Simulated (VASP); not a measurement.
# ScAl3 (Pm-3m) in VASP: a series of runs, part 2 of 3

VASP 6.6.1. The steps go on from the part before.

## (4) Relaxation of cell and atoms, BEEF-vdW

Contents of INCAR:

```
PREC = Accurate ; ENCUT = 600
EDIFF = 1E-7 ; ISMEAR = -1
SIGMA = 0.05 ; LREAL = F
LASPH = T ; NELM = 100
ALGO = Normal ; ISIF = 3
LWAVE = F ; LCHARG = F
GGA = BF ; LUSE_VDW = T
ZAB_VDW = -1.8867 ; IBRION = 2
NSW = 40 ; EDIFFG = -0.005
```

Contents of KPOINTS:

```
regular mesh
0
Gamma
  7 7 7
```

Contents of POSCAR:

```
ScAl3
1.0
    4.0878065700      0.0000000000      0.0000000000
    0.0000000000      4.0878065700      0.0000000000
    0.0000000000      0.0000000000      4.0878065700
Sc Al
1 3
Direct
    0.0000000000      0.0000000000      0.0000000000
    0.5000000000      0.5000000000      0.0000000000
    0.0000000000      0.5000000000      0.5000000000
    0.5000000000      0.0000000000      0.5000000000
```

Potentials or basis: VASP PAW PBE potentials, release 64 (Sc_sv, Al).

Run with:

```console
$ cat potpaw_PBE.64/Sc_sv/POTCAR potpaw_PBE.64/Al/POTCAR > POTCAR
$ mpirun -np 1 vasp_std > vasp.out
```

OUTCAR:

```text
PREC = Accurate
   ENCUT = 600
   EDIFF = 1E-7
   ISMEAR = -1
   LREAL = F
   LASPH = T
   NELM = 100
   ISIF = 3
   GGA = BF
   IBRION = 2
   NSW = 40
   EDIFFG = -0.005

 ion  position               nearest neighbor table
   1  0.000  0.000  0.000-   2 2.89   3 2.89   4 2.89   3 2.89   4 2.89   2 2.89   3 2.89   3 2.89
                             2 2.89   4 2.89   4 2.89   2 2.89
   2  0.500  0.500  0.000-   1 2.89   3 2.89   4 2.89   3 2.89   4 2.89   1 2.89   4 2.89   4 2.89
                             1 2.89   3 2.89   3 2.89   1 2.89
   3  0.000  0.500  0.500-   1 2.89   2 2.89   4 2.89   1 2.89   2 2.89   1 2.89   4 2.89   1 2.89
                             2 2.89   4 2.89   2 2.89   4 2.89
   4  0.500  0.000  0.500-   1 2.89   2 2.89   3 2.89   1 2.89   2 2.89   2 2.89   3 2.89   2 2.89
                             1 2.89   3 2.89   1 2.89   3 2.89

  LATTYP: Found a simple cubic cell.
 ALAT       =     4.0878065700

  Lattice vectors:

 A1 = (   4.0878065700,   0.0000000000,   0.0000000000)
 A2 = (   0.0000000000,   4.0878065700,   0.0000000000)
 A3 = (   0.0000000000,   0.0000000000,   4.0878065700)

Analysis of symmetry for initial positions (statically):
=====================================================================
 Subroutine PRICEL returns:
 Original cell was already a primitive cell.

 Routine SETGRP: Setting up the symmetry group for a
 simple cubic supercell.

 Subroutine GETGRP returns: Found 48 space group operations
 (whereof 48 operations were pure point group operations)
 out of a pool of 48 trial point group operations.

The static configuration has the point symmetry O_h .

Analysis of symmetry for dynamics (positions and initial velocities):
=====================================================================
 Subroutine PRICEL returns:
 Original cell was already a primitive cell.

 Routine SETGRP: Setting up the symmetry group for a
 simple cubic supercell.

 Subroutine GETGRP returns: Found 48 space group operations
 (whereof 48 operations were pure point group operations)
 out of a pool of 48 trial point group operations.

The dynamic configuration has the point symmetry O_h .

 Subroutine INISYM returns: Found 48 space group operations
 (whereof 48 operations are pure point group operations),
 and found     1 'primitive' translations

----------------------------------------------------------------------------------------

                                     Primitive cell

  volume of cell :      68.3079

  direct lattice vectors                    reciprocal lattice vectors
     4.087806570  0.000000000  0.000000000     0.244629970  0.000000000  0.000000000
     0.000000000  4.087806570  0.000000000     0.000000000  0.244629970  0.000000000
     0.000000000  0.000000000  4.087806570     0.000000000  0.000000000  0.244629970

  length of vectors
     4.087806570  4.087806570  4.087806570     0.244629970  0.244629970  0.244629970

  position of ions in fractional coordinates (direct lattice)
     0.000000000  0.000000000  0.000000000
     0.500000000  0.500000000  0.000000000
     0.000000000  0.500000000  0.500000000
     0.500000000  0.000000000  0.500000000

  ion indices of the primitive-cell ions
   primitive index   ion index
                 1           1
                 2           2
                 3           3
                 4           4

----------------------------------------------------------------------------------------

 KPOINTS: regular mesh

Automatic generation of k-mesh.
 Grid dimensions read from file:
 generate k-points for:    7    7    7

 Generating k-lattice:

  Cartesian coordinates                     Fractional coordinates (reciprocal lattice)
     0.034947139  0.000000000  0.000000000     0.142857143  0.000000000  0.000000000
     0.000000000  0.034947139  0.000000000     0.000000000  0.142857143  0.000000000
     0.000000000  0.000000000  0.034947139     0.000000000  0.000000000  0.142857143

  Length of vectors
     0.034947139  0.034947139  0.034947139

  Shift w.r.t. Gamma in fractional coordinates (k-lattice)
     0.000000000  0.000000000  0.000000000

 Subroutine IBZKPT returns following result:
 ===========================================

 Found     20 irreducible k-points:

 Following reciprocal coordinates:
            Coordinates               Weight
  0.000000  0.000000  0.000000      1.000000
  0.142857  0.000000  0.000000      6.000000
  0.285714  0.000000  0.000000      6.000000
  0.428571  0.000000  0.000000      6.000000
  0.142857  0.142857  0.000000     12.000000
  0.285714  0.142857  0.000000     24.000000
[... 12 lines left out ...]
  0.428571  0.428571  0.285714     24.000000
  0.428571  0.428571  0.428571      8.000000
   k-points           NKPTS =     20   k-points in BZ     NKDIM =     20   number of bands    NBANDS=     14
   number of dos      NEDOS =    301   number of ions     NIONS =      4
   total plane-waves  NPLWV =  46656
   dimension x,y,z NGX =    36 NGY =   36 NGZ =   36
   dimension x,y,z NGXF=    72 NGYF=   72 NGZF=   72
   ions per type =               1   3
   NGX,Y,Z   is equivalent  to a cutoff of  14.64, 14.64, 14.64 a.u.
   NGXF,Y,Z  is equivalent  to a cutoff of  29.28, 29.28, 29.28 a.u.
 SYSTEM =  unknown system
   PREC   = accura    normal or accurate (medium, high low for compatibility)
   ISTART =      0    job   : 0-new  1-cont  2-samecut
   ICHARG =      2    charge: 1-file 2-atom 10-const
   ISPIN  =      1    spin polarized calculation?
   LNONCOLLINEAR =      F non collinear calculations
   LSORBIT =      F    spin-orbit coupling
   LASPH  =      T    aspherical Exc in radial PAW
   ENCUT  =  600.0 eV  44.10 Ry    6.64 a.u.   8.16  8.16  8.16*2*pi/ulx,y,z
   NELM   =    100;   NELMIN=  2; NELMDL= -5     # of ELM steps
   EDIFF  = 0.1E-06   stopping-criterion for ELM
   LREAL  =      F    real-space projection
   EDIFFG = -.5E-02   stopping-criterion for IOM
   NSW    =     40    number of steps for IOM
   IBRION =      2    ionic relax: 0-MD 1-quasi-New 2-CG
   NFREE  =      1    steps in history (QN), initial steepest desc. (CG)
   ISIF   =      3    stress and relaxation
   ISYM   =      2    0-nonsym 1-usesym 2-fastsym
   POTIM  = 0.5000    time-step for ionic-motion
   TEBEG  =    0.0;   TEEND  =   0.0 temperature during run
   PSTRESS=    0.0 pullay stress
   NELECT =      20.0000    total number of electrons
   NUPDOWN=      -1.0000    fix difference up-down
   EMIN   =  10.00;   EMAX   =-10.00  energy-range for DOS
   EFERMI =   0.00;   METHOD = LEGACY
   ISMEAR =    -1;   SIGMA  =   0.05  broadening in eV -4-tet -1-fermi 0-gaus
   EFERMI_NEDOS =   21; number of points for ismear=-14 and -15
   IALGO  =     38    algorithm
   IMIX   =      4    mixing-type and parameters
     AMIX     =   0.40;   BMIX     =  1.00
     AMIX_MAG =   1.60;   BMIX_MAG =  1.00
  volume/ion in A,a.u.               =      17.08       115.24
  Fermi-wavevector in a.u.,A,eV,Ry     =   1.087079  2.054282 16.078563  1.181741
  Thomas-Fermi vector in A             =   2.223230
   LORBIT       =      0    0 simple, 1 ext, 2 COOP (PROOUT), +10 PAW based schemes
   GGA     = BF    functional components
   LHFCALC =     F    Hartree Fock is set to
   AEXX    =    0.0000 exact exchange contribution
   IVDW_NL    =     1    kernel type
   BPARAM     = 6.3000
   IVDW    =     0    specifies the selected vdW correction
   LEPSILON=     F    determine dielectric tensor
   LRPA    =     F    only Hartree local field effects (RPA)
 conjugate gradient relaxation of ions
 non-spin polarized calculation
  energy-cutoff  :      600.00
  volume of cell :       68.31
 maximum number of plane-waves:      2301
 NGX is ok and might be reduce to    36
   NGX = 17   NGY = 17   NGZ = 17

--------------------------------------- Ionic step        1  -------------------------------------------

 number of electron      20.0000002 magnetization

 Free energy of the ion-electron system (eV)
  ---------------------------------------------------
  ext. energy  EPLUGINS =         0.00000000
  ---------------------------------------------------
  free energy    TOTEN  =       -13.05221715 eV

  energy without entropy =      -13.03961693  energy(sigma->0) =      -13.04591704

------------------------ aborting loop because EDIFF is reached ----------------------------------------

  FORCE on cell =-STRESS in cart. coord.  units (eV):
  Direction    XX          YY          ZZ          XY          YZ          ZX
  --------------------------------------------------------------------------------------
  -------------------------------------------------------------------------------------
  Total        0.1842787      0.1842787      0.1842787      0.0000000      0.0000000      0.0000000
  in kB        4.3222990      4.3222990      4.3222990      0.0000000      0.0000000      0.0000000
  external PRESSURE =       4.3222990 kB  Pullay stress =       0.0000000 kB
[... 67 lines left out ...]
--------------------------------------- Ionic step        3  -------------------------------------------

 number of electron      20.0000001 magnetization

 Free energy of the ion-electron system (eV)
  ---------------------------------------------------
  ext. energy  EPLUGINS =         0.00000000
  ---------------------------------------------------
  free energy    TOTEN  =       -13.05263959 eV

  energy without entropy =      -13.04002302  energy(sigma->0) =      -13.04633130

 E-fermi :   6.9261     XC(G=0): -10.6253

 val. band max:        6.8570599280   @ k =   0.4286   0.4286   0.1429
 cond. band min:       6.9571080801   @ k =   0.2857   0.0000   0.0000
 fundamental gap:      0.1000481520
 Fermi energy:         6.9260830926

 k-point     1 :       0.0000    0.0000    0.0000
  band No.  band energies     occupation
      1     -42.3640      2.00000
      2     -20.9260      2.00000
      3     -20.9260      2.00000
      4     -20.9260      2.00000
      5      -2.9724      2.00000
      6       4.4306      2.00000
      7       4.4306      2.00000
      8       5.1932      2.00000
      9       5.1932      2.00000
     10       5.1932      2.00000
     11       8.2886      0.00000
     12       8.2887      0.00000
     13       8.2887      0.00000
     14       8.3094      0.00000
[... 356 lines left out ...]
  energy  without entropy=      -13.0400230215  energy(sigma->0) =      -13.04633130

Total vdW correction in eV:      3.0409498

 reached required accuracy - stopping structural energy minimisation
```

CONTCAR:

```text
ScAl3
   1.00000000000000
     4.0941295816655714   -0.0000000000000000    0.0000000000000000
     0.0000000000000000    4.0941295816655714    0.0000000000000000
    -0.0000000000000000    0.0000000000000000    4.0941295816655714
  Sc              Al
     1     3
Direct
     0.0000000000000000    0.0000000000000000    0.0000000000000000
     0.5000000000000000    0.5000000000000000    0.0000000000000000
     0.0000000000000000    0.5000000000000000    0.5000000000000000
     0.5000000000000000    0.0000000000000000    0.5000000000000000

  0.00000000E+00  0.00000000E+00  0.00000000E+00
  0.00000000E+00  0.00000000E+00  0.00000000E+00
  0.00000000E+00  0.00000000E+00  0.00000000E+00
  0.00000000E+00  0.00000000E+00  0.00000000E+00
```

It took 2.8 min on 1 thread of Intel Xeon 6975P-C (Granite Rapids), shared host; peak memory 0.48 GiB.

What came out:

```
Free energy                            : -13.0526 eV
Relaxed volume                         : 17.16 Å³/atom
Relaxed cell                           : a = 4.094 Å, b = 4.094 Å, c = 4.094 Å, α = 90.00°, β = 90.00°, γ = 90.00°
Space group after relaxing (to 0.05 Å) : Pm-3m (No. 221)
Energy gained by relaxing              : 0.1 meV/atom
Ionic steps                            : 3
Pressure after relaxing                : 0.0 GPa
Band gap on the k mesh                 : none (metal or under the smearing width)
```

Step by step:
| step | energy change (eV) | largest force (eV/Å) | pressure (GPa) | volume (Å³) |
| --- | --- | --- | --- | --- |
| 1 | 0.0000 | 0.0000 | 0.43 | 68.31 |
| 2 | -0.0003 | 0.0000 | -0.17 | 68.76 |
| 3 | -0.0004 | 0.0000 | 0.01 | 68.63 |

Final structure:
```yaml
crystal:
  lattice:
    - [4.09413, 0.00000, 0.00000]
    - [0.00000, 4.09413, 0.00000]
    - [0.00000, 0.00000, 4.09413]
  atoms:
    - { symbol: Sc, position: [0.00000, 0.00000, 0.00000] }
    - { symbol: Al, position: [0.50000, 0.50000, 0.00000] }
    - { symbol: Al, position: [0.00000, 0.50000, 0.50000] }
    - { symbol: Al, position: [0.50000, 0.00000, 0.50000] }
```

Levels at points of the mesh, in eV from the Fermi level:
```csv
k point,band 6,band 7,band 8,band 9,band 10,band 11,band 12,band 13,band 14
"(0.00, 0.00, 0.00)",-2.50,-2.50,-1.73,-1.73,-1.73,1.36,1.36,1.36,1.38
```

Caveat: the PAW data sets were made with another functional, which shifts forces and pressure a little.

## (5) Single point, PBE

Contents of INCAR:

```
PREC = Accurate
ENCUT = 520
EDIFF = 1E-7
ISMEAR = 0
SIGMA = 0.012
LREAL = False
LASPH = True
NELM = 60
ALGO = Fast
ISIF = 2
LWAVE = False
LCHARG = False
GGA = PE
NBANDS = 18
```

Contents of KPOINTS:

```
Automatic mesh
0
Gamma
  7 7 7
```

POSCAR is that of step 4.

Potentials or basis: VASP PAW PBE potentials, release 64 (Sc_sv, Al).

Run with:

```console
$ cat potpaw_PBE.64/Sc_sv/POTCAR potpaw_PBE.64/Al/POTCAR > POTCAR
$ mpirun -np 1 vasp_std > vasp.out
```

OUTCAR:

```text
PREC = Accurate
   ENCUT = 520
   EDIFF = 1E-7
   ISMEAR = 0
   LREAL = False
   LASPH = True
   NELM = 60
   ISIF = 2
   GGA = PE

 ion  position               nearest neighbor table
   1  0.000  0.000  0.000-   2 2.89   3 2.89   4 2.89   3 2.89   4 2.89   2 2.89   3 2.89   3 2.89
                             2 2.89   4 2.89   4 2.89   2 2.89
   2  0.500  0.500  0.000-   1 2.89   3 2.89   4 2.89   3 2.89   4 2.89   1 2.89   4 2.89   4 2.89
                             1 2.89   3 2.89   3 2.89   1 2.89
   3  0.000  0.500  0.500-   1 2.89   2 2.89   4 2.89   1 2.89   2 2.89   1 2.89   4 2.89   1 2.89
[... 620 lines left out ...]
  -------------------------------------------------------------------------------------
  Total        0.4927549      0.4927549      0.4927549      0.0000000      0.0000000      0.0000000
  in kB       11.5576757     11.5576757     11.5576757      0.0000000      0.0000000      0.0000000
  external PRESSURE =      11.5576757 kB  Pullay stress =       0.0000000 kB

 VOLUME and BASIS-vectors are now :
 -----------------------------------------------------------------------------
  energy-cutoff  :      520.00
  volume of cell :       68.31
      direct lattice vectors                 reciprocal lattice vectors
     4.087806570  0.000000000  0.000000000     0.244629970  0.000000000  0.000000000
     0.000000000  4.087806570  0.000000000     0.000000000  0.244629970  0.000000000
     0.000000000  0.000000000  4.087806570     0.000000000  0.000000000  0.244629970

 POSITION                                       TOTAL-FORCE (eV/Angst)
 -----------------------------------------------------------------------------------
      0.00000      0.00000      0.00000         0.000000      0.000000      0.000000
      2.04390      2.04390      0.00000         0.000000      0.000000      0.000000
      0.00000      2.04390      2.04390         0.000000      0.000000      0.000000
      2.04390      0.00000      2.04390         0.000000      0.000000      0.000000
 -----------------------------------------------------------------------------------
    total drift:                               -0.000000     -0.000000      0.000000

  FREE ENERGIE OF THE ION-ELECTRON SYSTEM (eV)
  ---------------------------------------------------
  free  energy   TOTEN  =       -19.2939400260 eV

  energy  without entropy=      -19.2934731351  energy(sigma->0) =      -19.29370658
```

Run time: 28 s. Hardware: 1 thread of Intel Xeon 6975P-C (Granite Rapids), shared host; peak memory 0.17 GiB.

What came out:

```
Free energy            : -19.2939 eV
Pressure               : 1.2 GPa
Band gap on the k mesh : none (metal or under the smearing width)
```

[end of part 2 of 3]
